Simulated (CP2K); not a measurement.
Runs of CP2K 2026.2 on In. It takes space group P6_3/mmc (No. 194, hexagonal). The conventional cell has a = 3.335 Å, b = 3.335 Å, c = 5.509 Å, α = 90.00°, β = 90.00°, γ = 120.00°. In (site symmetry -6m2) has 12 In at 3.34 to 3.36 Å as nearest neighbours. This isn't the form of In at room conditions, which is tetragonal.

```tsv
level	cutoff of the non-local correlation (Ry)	gap on the mesh (eV)	pressure (GPa)
r2SCAN	-	none	-0.4
WC	-	none	-0.8
LDA	-	none	-2.2
rev-vdW-DF2	300	none	1.3
PBEsol	-	none	(b)
RPBE	-	none	(a)
```

Alike in all rows: task single point; potentials or basis POTENTIAL_UZH In GTH-PBE-q13; TZVP-MOLOPT-PBE-GTH basis; no spin polarisation; cell as given; k mesh 9 × 9 × 5; smearing fermi-dirac 0.05 eV.

Task: Fill in the values left out.

Result: (a) 3.2; (b) -1.0.

Caveats: the potentials were made for another functional, which shifts forces and pressure; the basis of atomic orbitals isn't converged, which shifts pressures, moduli and gaps.

A k mesh can miss the band edges, and the runs leave out spin-orbit coupling on In.

A gap of «none» marks a metal or a gap under the smearing width.

Runs at the PBE level aren't shown here.
